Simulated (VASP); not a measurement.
# ZnS (F-43m) in VASP: relaxation of cell and atoms with PBE

Aim: the relaxation of cell and atoms of ZnS with PBE.

Program: VASP 6.6.1. These are calculated values, not measurements. Logs are shortened: lines on timing, memory, paths and dates and some standing lists are left out, and cuts for length are marked.

**1. The crystal as given**

It takes space group F-43m (No. 216, cubic). Conventional cell: a = 5.387 Å, b = 5.387 Å, c = 5.387 Å, α = 90.00°, β = 90.00°, γ = 90.00°. Around Zn (site symmetry -43m) lie 4 S at 2.33 Å. S (site symmetry -43m) has 4 Zn at 2.33 Å as nearest neighbours.

The cell is a database's computed one.

**2. Relaxation of cell and atoms, PBE**

INCAR

```
  PREC = Accurate
  ENCUT = 600
  EDIFF = 1E-6
  ISMEAR = 0
  SIGMA = 0.02
  LREAL = False
  LASPH = True
  NELM = 80
  ALGO = Normal
  ISIF = 3
  LWAVE = False
  LCHARG = False
  GGA = PE
  IBRION = 2
  NSW = 40
  EDIFFG = -0.01
```

KPOINTS

```
regular mesh
0
Gamma
  8 8 8
```

POSCAR

```
ZnS
1.0
    0.0000000000      2.6936828800      2.6936828800
    2.6936828800      0.0000000000      2.6936828800
    2.6936828800      2.6936828800      0.0000000000
Zn S
1 1
Direct
    0.0000000000      0.0000000000      0.0000000000
    0.7500000000      0.7500000000      0.7500000000
```

Potentials or basis: VASP PAW PBE potentials, release 64 (Zn, S).

Started as:

```
$ cat potpaw_PBE.64/Zn/POTCAR potpaw_PBE.64/S/POTCAR > POTCAR
$ mpirun -np 1 vasp_std > vasp.out
```

OUTCAR:

```text
PREC = Accurate
   ENCUT = 600
   EDIFF = 1E-6
   ISMEAR = 0
   LREAL = False
   LASPH = True
   NELM = 80
   ISIF = 3
   GGA = PE
   IBRION = 2
   NSW = 40
   EDIFFG = -0.01

 ion  position               nearest neighbor table
   1  0.000  0.000  0.000-   2 2.33   2 2.33   2 2.33   2 2.33
   2  0.750  0.750  0.750-   1 2.33   1 2.33   1 2.33   1 2.33

  LATTYP: Found a face centered cubic cell.
 ALAT       =     5.3873657600

  Lattice vectors:

 A1 = (   0.0000000000,   2.6936828800,   2.6936828800)
 A2 = (   2.6936828800,   0.0000000000,   2.6936828800)
 A3 = (   2.6936828800,   2.6936828800,   0.0000000000)

Analysis of symmetry for initial positions (statically):
=====================================================================
 Subroutine PRICEL returns:
 Original cell was already a primitive cell.

 Routine SETGRP: Setting up the symmetry group for a
 face centered cubic supercell.

 Subroutine GETGRP returns: Found 24 space group operations
 (whereof 24 operations were pure point group operations)
 out of a pool of 48 trial point group operations.

The static configuration has the point symmetry T_d .

Analysis of symmetry for dynamics (positions and initial velocities):
=====================================================================
 Subroutine PRICEL returns:
 Original cell was already a primitive cell.

 Routine SETGRP: Setting up the symmetry group for a
 face centered cubic supercell.

 Subroutine GETGRP returns: Found 24 space group operations
 (whereof 24 operations were pure point group operations)
 out of a pool of 48 trial point group operations.

The dynamic configuration has the point symmetry T_d .

 Subroutine INISYM returns: Found 24 space group operations
 (whereof 24 operations are pure point group operations),
 and found     1 'primitive' translations

----------------------------------------------------------------------------------------

                                     Primitive cell

  volume of cell :      39.0903

  direct lattice vectors                    reciprocal lattice vectors
     0.000000000  2.693682880  2.693682880    -0.185619474  0.185619474  0.185619474
     2.693682880  0.000000000  2.693682880     0.185619474 -0.185619474  0.185619474
     2.693682880  2.693682880  0.000000000     0.185619474  0.185619474 -0.185619474

  length of vectors
     3.809442862  3.809442862  3.809442862     0.321502360  0.321502360  0.321502360

  position of ions in fractional coordinates (direct lattice)
     0.000000000  0.000000000  0.000000000
     0.750000000  0.750000000  0.750000000

  ion indices of the primitive-cell ions
   primitive index   ion index
                 1           1
                 2           2

----------------------------------------------------------------------------------------

 KPOINTS: regular mesh

Automatic generation of k-mesh.
 Grid dimensions read from file:
 generate k-points for:    8    8    8

 Generating k-lattice:

  Cartesian coordinates                     Fractional coordinates (reciprocal lattice)
    -0.023202434  0.023202434  0.023202434     0.125000000  0.000000000  0.000000000
     0.023202434 -0.023202434  0.023202434     0.000000000  0.125000000  0.000000000
     0.023202434  0.023202434 -0.023202434     0.000000000  0.000000000  0.125000000

  Length of vectors
     0.040187795  0.040187795  0.040187795

  Shift w.r.t. Gamma in fractional coordinates (k-lattice)
     0.000000000  0.000000000  0.000000000

 Subroutine IBZKPT returns following result:
 ===========================================

 Found     29 irreducible k-points:

 Following reciprocal coordinates:
            Coordinates               Weight
  0.000000  0.000000  0.000000      1.000000
  0.125000  0.000000  0.000000      8.000000
  0.250000  0.000000  0.000000      8.000000
  0.375000  0.000000  0.000000      8.000000
  0.500000  0.000000  0.000000      4.000000
  0.125000  0.125000  0.000000      6.000000
[... 16 lines left out ...]
  0.500000  0.250000  0.125000     48.000000
 -0.375000  0.250000  0.125000     24.000000
 [... further k-points ...]
   k-points           NKPTS =     29   k-points in BZ     NKDIM =     29   number of bands    NBANDS=     13
   number of dos      NEDOS =    301   number of ions     NIONS =      2
   total plane-waves  NPLWV =  27000
   dimension x,y,z NGX =    30 NGY =   30 NGZ =   30
   dimension x,y,z NGXF=    60 NGYF=   60 NGZF=   60
   ions per type =               1   1
   NGX,Y,Z   is equivalent  to a cutoff of  13.09, 13.09, 13.09 a.u.
   NGXF,Y,Z  is equivalent  to a cutoff of  26.18, 26.18, 26.18 a.u.
 SYSTEM =  unknown system
   PREC   = accura    normal or accurate (medium, high low for compatibility)
   ISTART =      0    job   : 0-new  1-cont  2-samecut
   ICHARG =      2    charge: 1-file 2-atom 10-const
   ISPIN  =      1    spin polarized calculation?
   LNONCOLLINEAR =      F non collinear calculations
   LSORBIT =      F    spin-orbit coupling
   LASPH  =      T    aspherical Exc in radial PAW
   ENCUT  =  600.0 eV  44.10 Ry    6.64 a.u.   7.61  7.61  7.61*2*pi/ulx,y,z
   NELM   =     80;   NELMIN=  2; NELMDL= -5     # of ELM steps
   EDIFF  = 0.1E-05   stopping-criterion for ELM
   LREAL  =      F    real-space projection
   EDIFFG = -.1E-01   stopping-criterion for IOM
   NSW    =     40    number of steps for IOM
   IBRION =      2    ionic relax: 0-MD 1-quasi-New 2-CG
   NFREE  =      1    steps in history (QN), initial steepest desc. (CG)
   ISIF   =      3    stress and relaxation
   ISYM   =      2    0-nonsym 1-usesym 2-fastsym
   POTIM  = 0.5000    time-step for ionic-motion
   TEBEG  =    0.0;   TEEND  =   0.0 temperature during run
   PSTRESS=    0.0 pullay stress
   NELECT =      18.0000    total number of electrons
   NUPDOWN=      -1.0000    fix difference up-down
   EMIN   =  10.00;   EMAX   =-10.00  energy-range for DOS
   EFERMI =   0.00;   METHOD = LEGACY
   ISMEAR =     0;   SIGMA  =   0.02  broadening in eV -4-tet -1-fermi 0-gaus
   EFERMI_NEDOS =   21; number of points for ismear=-14 and -15
   IALGO  =     38    algorithm
   IMIX   =      4    mixing-type and parameters
     AMIX     =   0.40;   BMIX     =  1.00
     AMIX_MAG =   1.60;   BMIX_MAG =  1.00
  volume/ion in A,a.u.               =      19.55       131.90
  Fermi-wavevector in a.u.,A,eV,Ry     =   1.264181  2.388955 21.744194  1.598153
  Thomas-Fermi vector in A             =   2.397499
   LORBIT       =      0    0 simple, 1 ext, 2 COOP (PROOUT), +10 PAW based schemes
   GGA     = PE    functional components
   LHFCALC =     F    Hartree Fock is set to
   AEXX    =    0.0000 exact exchange contribution
   IVDW    =     0    specifies the selected vdW correction
   LEPSILON=     F    determine dielectric tensor
   LRPA    =     F    only Hartree local field effects (RPA)
 conjugate gradient relaxation of ions
 non-spin polarized calculation
 Gauss-broadening in eV      SIGMA  =   0.02
  energy-cutoff  :      600.00
  volume of cell :       39.09
 maximum number of plane-waves:      1323
   NGX = 15   NGY = 15   NGZ = 15

--------------------------------------- Ionic step        1  -------------------------------------------

 number of electron      18.0000017 magnetization

 Free energy of the ion-electron system (eV)
  ---------------------------------------------------
  ext. energy  EPLUGINS =         0.00000000
  ---------------------------------------------------
  free energy    TOTEN  =        -6.84223429 eV

  energy without entropy =       -6.84223429  energy(sigma->0) =       -6.84223429

------------------------ aborting loop because EDIFF is reached ----------------------------------------

  FORCE on cell =-STRESS in cart. coord.  units (eV):
  Direction    XX          YY          ZZ          XY          YZ          ZX
  --------------------------------------------------------------------------------------
  -------------------------------------------------------------------------------------
  Total        0.6128782      0.6128782      0.6128782      0.0000000      0.0000000     -0.0000000
  in kB       25.1197545     25.1197545     25.1197545      0.0000000      0.0000000     -0.0000000
  external PRESSURE =      25.1197545 kB  Pullay stress =       0.0000000 kB

 VOLUME and BASIS-vectors are now :
 -----------------------------------------------------------------------------
  energy-cutoff  :      600.00
  volume of cell :       39.09
      direct lattice vectors                 reciprocal lattice vectors
     0.000000000  2.693682880  2.693682880    -0.185619474  0.185619474  0.185619474
     2.693682880  0.000000000  2.693682880     0.185619474 -0.185619474  0.185619474
     2.693682880  2.693682880  0.000000000     0.185619474  0.185619474 -0.185619474
[... 37 lines left out ...]
 POSITION                                       TOTAL-FORCE (eV/Angst)
 -----------------------------------------------------------------------------------
      5.46701      5.46701      5.46701         0.000000     -0.000000     -0.000000
      4.10026      4.10026      4.10026        -0.000000      0.000000      0.000000
 -----------------------------------------------------------------------------------
    total drift:                                0.000000      0.000000      0.000000

  FREE ENERGIE OF THE ION-ELECTRON SYSTEM (eV)
  ---------------------------------------------------
  free  energy   TOTEN  =        -6.8510846336 eV

  energy  without entropy=       -6.8510846336  energy(sigma->0) =       -6.85108463

--------------------------------------- Ionic step        3  -------------------------------------------

 number of electron      18.0000007 magnetization

 Free energy of the ion-electron system (eV)
  ---------------------------------------------------
  ext. energy  EPLUGINS =         0.00000000
  ---------------------------------------------------
  free energy    TOTEN  =        -6.85211701 eV

  energy without entropy =       -6.85211701  energy(sigma->0) =       -6.85211701

 E-fermi :   2.0418     XC(G=0):  -9.5185

 val. band max:        1.8880072725   @ k =   0.0000   0.0000   0.0000
 cond. band min:       3.8996195659   @ k =   0.0000   0.0000   0.0000
 fundamental gap:      2.0116122934
 Fermi energy:         2.0418413063

 k-point     1 :       0.0000    0.0000    0.0000
  band No.  band energies     occupation
      1     -11.0894      2.00000
      2      -4.3596      2.00000
      3      -4.3596      2.00000
      4      -4.3596      2.00000
      5      -3.8891      2.00000
      6      -3.8891      2.00000
      7       1.8880      2.00000
      8       1.8880      2.00000
      9       1.8880      2.00000
     10       3.8996      0.00000
     11       8.2999      0.00000
     12       8.2999      0.00000
     13       8.2999      0.00000

 k-point     2 :       0.1250    0.0000    0.0000
  band No.  band energies     occupation
      1     -10.9775      2.00000
      2      -4.3564      2.00000
      3      -4.3396      2.00000
      4      -4.3396      2.00000
      5      -3.8907      2.00000
      6      -3.8907      2.00000
      7       0.7879      2.00000
      8       1.7469      2.00000
      9       1.7469      2.00000
     10       4.7235      0.00000
     11       8.1915      0.00000
[... 339 lines left out ...]
 k-point    24 :      -0.3750    0.2500    0.1250
  band No.  band energies     occupation
      1     -10.0600      2.00000
      2      -4.2357      2.00000
      3      -4.1834      2.00000
      4      -3.9361      2.00000
      5      -3.8768      2.00000
      6      -3.6315      2.00000
      7      -2.8594      2.00000
      8      -0.3791      2.00000
      9       0.4864      2.00000
     10       6.6786      0.00000
     11       7.8760      0.00000
     12       9.6819      0.00000
     13      10.8814      0.00000

 [... further k-points ...]

------------------------ aborting loop because EDIFF is reached ----------------------------------------

  FORCE on cell =-STRESS in cart. coord.  units (eV):
  Direction    XX          YY          ZZ          XY          YZ          ZX
  --------------------------------------------------------------------------------------
  -------------------------------------------------------------------------------------
  Total        0.0170847      0.0170847      0.0170847      0.0000000      0.0000000     -0.0000000
  in kB        0.6775299      0.6775299      0.6775299      0.0000000      0.0000000     -0.0000000
  external PRESSURE =       0.6775299 kB  Pullay stress =       0.0000000 kB

 VOLUME and BASIS-vectors are now :
 -----------------------------------------------------------------------------
  energy-cutoff  :      600.00
  volume of cell :       40.40
      direct lattice vectors                 reciprocal lattice vectors
    -0.000000000  2.723455254  2.723455254    -0.183590312  0.183590312  0.183590312
     2.723455254 -0.000000000  2.723455254     0.183590312 -0.183590312  0.183590312
     2.723455254  2.723455254 -0.000000000     0.183590312  0.183590312 -0.183590312

 POSITION                                       TOTAL-FORCE (eV/Angst)
 -----------------------------------------------------------------------------------
      0.00000      0.00000      0.00000        -0.000000     -0.000000     -0.000000
      4.08518      4.08518      4.08518         0.000000      0.000000      0.000000
 -----------------------------------------------------------------------------------
    total drift:                                0.000000      0.000000      0.000000

  FREE ENERGIE OF THE ION-ELECTRON SYSTEM (eV)
  ---------------------------------------------------
  free  energy   TOTEN  =        -6.8521170056 eV

  energy  without entropy=       -6.8521170056  energy(sigma->0) =       -6.85211701

 reached required accuracy - stopping structural energy minimisation
```

It took 18 s on 1 thread of Intel Xeon 6975P-C (Granite Rapids), shared host; peak memory 0.17 GiB.

What came out:

* Free energy: -6.8521 eV
* Relaxed volume: 20.20 Å³/atom
* Relaxed cell: a = 3.852 Å, b = 3.852 Å, c = 3.852 Å, α = 60.00°, β = 60.00°, γ = 60.00°
* Space group after relaxing (to 0.05 Å): F-43m (No. 216)
* Energy gained by relaxing: 4.9 meV/atom
* Ionic steps: 3
* Pressure after relaxing: 0.1 GPa
* Band gap on the k mesh: 2.01 eV, direct

The path:
```
step  energy change (eV)  largest force (eV/Å)  pressure (GPa)  volume (Å³)
   1              0.0000                0.0000            2.51        39.09
   2             -0.0089                0.0000           -0.73        40.85
   3             -0.0099                0.0000            0.07        40.40
```

Final structure:
```
CELL_PARAMETERS angstrom
0.00000 2.72346 2.72346
2.72346 0.00000 2.72346
2.72346 2.72346 0.00000
ATOMIC_POSITIONS crystal
Zn 0.00000 0.00000 0.00000
S 0.75000 0.75000 0.75000
```

Levels at points of the mesh, in eV from the valence-band top:
| k point | band 7 | band 8 | band 9 | band 10 | band 11 | band 12 |
| --- | --- | --- | --- | --- | --- | --- |
| (0.00, 0.00, 0.00) | 0.00 | 0.00 | 0.00 | 2.01 | 6.41 | 6.41 |
| (0.50, 0.00, 0.00) | -5.14 | -0.83 | -0.83 | 3.26 | 6.94 | 6.94 |
| (0.50, 0.50, 0.00) | -4.47 | -2.13 | -2.13 | 3.46 | 4.07 | 10.81 |
